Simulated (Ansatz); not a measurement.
# Rb (Im-3m) in Ansatz: a series of runs, part 2 of 2

Ansatz 0.2.0. Earlier steps stand in the parts before.

### Step 3. Relaxation of cell and atoms, PBEsol, target pressure 20 GPa, at which the enthalpy is minimised

File input.yaml:

```yaml
crystal:
  lattice:
    - [-2.8025, 2.8025, 2.8025]
    - [2.8025, -2.8025, 2.8025]
    - [2.8025, 2.8025, -2.8025]
  atoms:
    - { symbol: Rb, position: [0.0, 0.0, 0.0] }
hamiltonian:
  xc: pbesol
  pseudopotentials: { kind: paw }
kpoints:
  mp_grid: { grid: [7, 7, 7] }
scf:
  occupations: { method: fermi_dirac, width: 0.05 }
output:
  forces: true
  stress: true
  eigenvalues: true
  write_density: true
  write_potential: true
  elf: true
  volumetric_format: npy
relax:
  f_tol: 0.01
  max_steps: 40
  cell: { stress_tol: 0.05, p_target: 20.0 }
```

Potentials or basis: Ansatz PAW.

Started as:

```console
> ansatz run input.yaml --threads 2 --pin off --max-ram 5632MiB --backend cpu --events-out ev --progress --plain --runs-dir out
```

Wall time 4 s (2 threads of Intel Xeon 6975P-C (Granite Rapids), shared host); peak memory 0.39 GiB.

It converged, with:

* Free energy: -3215.0697 eV
* Relaxed volume: 25.63 Å³/atom
* Relaxed cell: a = 3.217 Å, b = 3.217 Å, c = 3.217 Å, α = 109.47°, β = 109.47°, γ = 109.47°
* Space group after relaxing (to 0.05 Å): Im-3m (No. 229)
* Energy change on relaxing (the enthalpy is what falls): +1928.4 meV/atom
* Ionic steps: 10
* Pressure after relaxing: 20.0 GPa
* Band gap on the k mesh: none (metal or under the smearing width)

The path:
```
step  energy change (eV)  largest force (eV/Å)  volume (Å³)
   1              0.0000                0.0000        88.04
   2              0.0135                0.0000        75.78
   3              0.0757                0.0000        64.72
   4              0.2091                0.0000        54.79
   5              0.4430                0.0000        45.93
   6              0.8095                0.0000        38.08
   7              1.3355                0.0000        31.18
   8              1.7640                0.0000        27.06
   9              1.9283                0.0000        25.63
  10              1.9284                0.0000        25.63
```

Final structure:
```yaml
crystal:
  lattice:
    - [-1.85748, 1.85748, 1.85748]
    - [1.85748, -1.85748, 1.85748]
    - [1.85748, 1.85748, -1.85748]
  atoms:
    - { symbol: Rb, position: [0.00000, 0.00000, 0.00000] }
```

Levels at points of the mesh, in eV from the Fermi level:
```
           k point  band 2  band 3  band 4  band 5  band 6  band 7  band 8  band 9
(0.00, 0.00, 0.00)  -12.17  -12.17  -12.17   -2.57    4.48    4.48    4.48    7.07
```

Caveat: the volume moved by over 15 % at a fixed basis, so the end points are rough; the plane-wave basis is chosen anew once the cell has moved, so the energies of steps on either side of that aren't comparable; the PAW data sets come from PBE, with cores solved anew for the run's functional, which leaves a small shift of forces and pressure.

### Step 4. Relaxation of cell and atoms, PBEsol, target pressure 30 GPa, at which the enthalpy is minimised

Edit input.yaml of step 3 so:

```diff
@@ -18,6 +18,2 @@
   eigenvalues: true
-  write_density: true
-  write_potential: true
-  elf: true
-  volumetric_format: npy
 relax:
@@ -25,2 +21,2 @@
   max_steps: 40
-  cell: { stress_tol: 0.05, p_target: 20.0 }
+  cell: { stress_tol: 0.05, p_target: 30.0 }
```

Potentials or basis: Ansatz PAW.

Started as:

```console
> ansatz run input.yaml --threads 2 --pin off --max-ram 5632MiB --backend cpu --events-out ev --progress --plain --runs-dir out
```

What it wrote:

```text
Warning: RAYON_NUM_THREADS=2 ignored (pool sized by the plan → 2); use --threads N
Engine: ansatz 0.2.0, x86_64-unknown-linux-gnu
Pseudopotentials: kind: paw
Pseudopotential: Rb, paw, valence charge 9, recommended cutoff 420 eV (normal), Rb.paw.azcp
Functional definition: PBEsol
  exchange = pbesol_x
  correlation = pbesol_c
Crystal: 1 atoms, lattice volume = 88.043 Å³
Basis set: ecut = 420 eV, 1721 PW (Γ), exchange–correlation on 72×72×72 points (8 copies of the dense FFT grid, shifted against one another)
Bands: 9, of which v1, the nominal top of the filled ones, is band 5 counted from 1 (4 counted from 0)
Symmetry: 48 space group operations
Space group: Im-3m (ITA 229), of the structure as read, at distance tolerance 4.4e-5 Å
k-points: 20 of 343
Non-local potential: Rb, projectors of the file, l = 0: 3, l = 1: 2, l = 2: 2
PAW form: soft (Blöchl's): semilocal exchange-correlation on the pseudo side does not see the compensation charge
PAW frozen core: Rb, regenerated for the run's functional, and the local potential with it (the file was generated under x = pbe(κ = 0.804, μ = 0.2195149727645171), c = pbe(β = 0.06672455060314922))
[... 183 lines left out ...]
  E_core_change = 0.123671  (= ΣΔE_core)
  E_smearing   = -0.010226  (= −TS)
  E_closure    = 0.000000  (closes the sum)
  Σ components = -3214.364534   (vs F -3214.364534, Δ=0.00e0)
--- Forces (eV/Å), atoms counted from 1 ---
  atom   1  Rb    -0.00000000     0.00000000    -0.00000000
  max |Σ_I F_I| component: 9.24e-32 eV/Å
--- Stress (GPa, compression-positive) ---
       30.003210      -0.000000       0.000000
       -0.000000      30.003210       0.000000
       -0.000000       0.000000      30.003210
  P = ⅓ Tr σ = 30.0032 GPa (300.032 kbar)
--- Band table (eV; the first three rows and the last of 20) ---
  k-point 0: bands = ["-15.8530", "2.9391", "2.9391", "2.9391", "13.0035", "19.3632", "19.3632", "19.3632", "22.4052"]
  k-point 1: bands = ["-15.6602", "1.8547", "2.6565", "2.9069", "14.1324", "18.4359", "18.6871", "20.5027", "21.4995"]
  k-point 2: bands = ["-15.1880", "-0.1177", "2.0867", "2.8315", "14.5940", "17.0544", "19.0007", "22.3423", "22.6111"]
  k-point 19: bands = ["-14.0519", "-0.0661", "0.1736", "0.1736", "12.8803", "13.3549", "24.4738", "24.4738", "26.2540"]
--- Relaxed structure (14 steps of the walk, 14 accepted, 1 SCFs on fresh bases) ---
  F+E_penalty+E_count = -3214.36453401 eV   max|allowed force component| = 0.000e0 eV/Å   (the final SCF, on the basis selected at the relaxed cell)
  cell:  # Å, volume = 21.1332 Å³
    - [-1.7416801363237548, 1.7416801363237548, 1.7416801363237548]
    - [1.7416801363237548, -1.7416801363237548, 1.7416801363237548]
    - [1.7416801363237548, 1.7416801363237548, -1.7416801363237548]
  atoms:
    - { symbol: Rb, position: [0.0, 0.0, 0.0] }
```

Run time: 4.5 s. Hardware: 2 threads of Intel Xeon 6975P-C (Granite Rapids), shared host; peak memory 0.39 GiB.

What came out:

- Free energy: -3214.3645 eV
- Relaxed volume: 21.13 Å³/atom
- Relaxed cell: a = 3.017 Å, b = 3.017 Å, c = 3.017 Å, α = 109.47°, β = 109.47°, γ = 109.47°
- Space group after relaxing (to 0.05 Å): Im-3m (No. 229)
- Energy change on relaxing (the enthalpy is what falls): +2633.6 meV/atom
- Ionic steps: 15
- Pressure after relaxing: 30.0 GPa
- Band gap on the k mesh: none (metal or under the smearing width)

The path:
| step | energy change (eV) | largest force (eV/Å) | volume (Å³) |
| --- | --- | --- | --- |
| 1 | 0.0000 | 0.0000 | 88.04 |
| 2 | 0.0135 | 0.0000 | 75.78 |
| 3 | 0.0757 | 0.0000 | 64.72 |
| 4 | 0.2091 | 0.0000 | 54.79 |
| 5 | 0.4430 | 0.0000 | 45.93 |
| 6 | 0.8095 | 0.0000 | 38.08 |
| 7 | 1.3355 | 0.0000 | 31.18 |
| 8 | 1.9883 | 0.0000 | 25.17 |
| 9 | 2.8712 | 0.0000 | 19.98 |
| 10 | 2.4901 | 0.0000 | 21.94 |
| 11 | 2.6009 | 0.0000 | 21.31 |
| 12 | 2.6432 | 0.0000 | 21.08 |
| 13 | 2.6308 | 0.0000 | 21.15 |
| 14 | 2.6334 | 0.0000 | 21.13 |
| 15 | 2.6336 | 0.0000 | 21.13 |

Final structure:
```yaml
crystal:
  lattice:
    - [-1.74168, 1.74168, 1.74168]
    - [1.74168, -1.74168, 1.74168]
    - [1.74168, 1.74168, -1.74168]
  atoms:
    - { symbol: Rb, position: [0.00000, 0.00000, 0.00000] }
```

Levels at points of the mesh, in eV from the Fermi level:
| k point | band 2 | band 3 | band 4 | band 5 | band 6 | band 7 | band 8 | band 9 |
| --- | --- | --- | --- | --- | --- | --- | --- | --- |
| (0.00, 0.00, 0.00) | -12.04 | -12.04 | -12.04 | -1.97 | 4.39 | 4.39 | 4.39 | 7.43 |

Caveat: the volume moved by over 15 % at a fixed basis, so the end points are rough; the plane-wave basis is chosen anew once the cell has moved, so the energies of steps on either side of that aren't comparable; the PAW data sets come from PBE, with cores solved anew for the run's functional, which leaves a small shift of forces and pressure.

### Step 5. The runs side by side

| cell | target pressure (GPa) | gap on the mesh (eV) | pressure (GPa) |
| --- | --- | --- | --- |
| relaxed to 10 GPa | 10 | none | 10.0 |
| relaxed to 20 GPa | 20 | none | 20.0 |
| relaxed to 30 GPa | 30 | none | 30.0 |

Alike in all rows: task relaxation of cell and atoms; level PBEsol; potentials or basis Ansatz PAW; no spin polarisation; k mesh 7 × 7 × 7; cutoff (eV) 420; smearing fermi-dirac 0.05 eV.

Caveats: the volume moved by over 15 % at a fixed basis, so the end points are rough; the plane-wave basis is chosen anew once the cell has moved, so the energies of steps on either side of that aren't comparable; the PAW data sets come from PBE, with cores solved anew for the run's functional, which leaves a small shift of forces and pressure.

Total energies depend on the potentials used, so only differences within one code and one set of settings carry meaning.
